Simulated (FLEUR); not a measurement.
**RbBr: equation of state with r2SCAN**

RbBr:

```
Rb Br
1.0
     0.00000    3.42700    3.42700
     3.42700    0.00000    3.42700
     3.42700    3.42700    0.00000
Rb Br
1 1
Direct
  0.00000 0.00000 0.00000
  0.50000 0.50000 0.50000
```

```yaml
Program: FLEUR MaX-R8.1 (later development tree)
Task: equation of state
Functional: r2SCAN
Potentials_or_basis: all-electron
Basis: FLAPW
Kmax: 4.1 1/bohr
k_mesh: 7 × 7 × 7
Occupations: fermi-dirac, width 0.05 eV
Spin: no spin polarisation
```

| Quantity | Value |
| --- | --- |
| Equilibrium volume | 41.80 Å³/atom (rough: see the caveat) |
| Bulk modulus | 10.8 GPa (rough) |

Energy against volume, from the lowest point:
| volume (Å³/atom) | energy (meV/atom) |
| --- | --- |
| 37.833 | 17.80 |
| 38.638 | 10.64 |
| 40.248 | 1.87 |
| 41.858 | 0.00 |
| 42.663 | 0.29 |

Caveat: the fit is doubtful: noisy points or a state that changes with volume; the meta-GGA is that of a development version, with a GGA for the radial functions and cores and without core tails.
